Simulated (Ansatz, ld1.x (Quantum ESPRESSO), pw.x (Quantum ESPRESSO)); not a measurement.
**osmium: one change to the RRKJ potential, in the atom and in the sc crystal**

ld1.x (Quantum ESPRESSO) 7.5 input, shortened:

```
&input
   title='Os', zed=76., rel=1, dft='PBE', iswitch=3,
   config='[Xe] 4f14 5d6 5f-2 6s2 6p0'
 /
 &inputp
   pseudotype=2, tm=.false., rho0=0.001, lloc=-1, rcloc=3.45,
   nlcc=.true., new_core_ps=.true.
 /
4
6S  1  0   2.00   0.00  2.45  2.45  0.0
6P  2  1   0.00   0.00  3.70  3.70  0.0
5D  3  2   6.00   0.00  1.40  1.40  0.0
5F  4  3  -2.00   0.20  2.95  2.95  0.0
 &test
   configts(1)='5d6 6s2 6p0'
 /
```

Change: reference 5d6 6s0.5 6p0.

Cutoffs, loose and tight: the cutoffs (Ry, on a coarse ladder) from which the occupation-weighted sum of valence levels, in a spherical-Bessel basis at the reference potential, stays within 10 and 1 mRy of its value at 400 Ry. They do not see the model core or the augmentation charge, which bear on the density cutoff. Test errors are all-electron minus pseudo excitation energies from the reference, over the configurations 5d6 6s1 6p0; 5d6 6s0 6p0; 5d5 6s0 6p0; 5d5 6s2 6p0; 5d6.5 6s1.5 6p0; 5d4 6s0 6p0; 5d6 6s0 6p1; variants that change the core or the reference have their own tests.

Crystal test: sc Os in pw.x 7.5, no spin, 13³ k-points, Fermi–Dirac smearing 0.01 Ry, cutoffs set for each file from its atomic test. The reference is all-electron LAPW (Ansatz 0.2.0) with the same functional, mesh and smearing; V0 and B0 come from Birch–Murnaghan fits to the pressures at five volumes. Errors are pseudo minus all-electron; Δ is the rms difference of the E(V) curves that follow from these fits, minima aligned, over ±6 % about the mean V0. Mesh and smearing are coarse, so the numbers serve the comparison and aren't converged zero-temperature values; the lattice is a test structure that the element need not adopt.

All-electron: a0 = 2.558 Å (V0 = 16.75 Å³/atom), B0 = 267.5 GPa.

Does the change bring the crystal closer to the all-electron result?

The mean pressure error goes from +4.26 to +5.54 GPa, so the change moves the solid further from the all-electron pressures.

| quantity | base | changed |
| --- | --- | --- |
| outcome (atom) | generated | generated |
| cutoff, loose (atom) | 80 Ry | 80 Ry |
| cutoff, tight (atom) | 100 Ry | 100 Ry |
| bound ghosts (atom) | none | none |
| largest test error (meV) (atom) | -179 over the solved tests; 1 of 7 tests not solved or not reliable | -187 |
| cutoffs in pw.x (Ry) | 120/480 | 120/480 |
| a0 (Å) | 2.572 | 2.576 |
| a0 error (%) | +0.53 | +0.68 |
| B0 error (%) | -3.4 | -3.9 |
| Δ (meV/atom) | 15.3 | 19.8 |
| mean pressure error (GPa) | +4.26 | +5.54 |

Base: The largest radius (3.70 bohr) exceeds half the bond length (2.42 bohr), so the spheres overlap, which is one possible source of error among others. This is a poor potential for the solid. Atomic configuration tests: 1 of 7 tests not solved or not reliable. Changed file: The largest radius (3.70 bohr) exceeds half the bond length (2.42 bohr), so the spheres overlap, which is one possible source of error among others. This is a poor potential for the solid. The atomic cutoffs weigh occupied waves only.
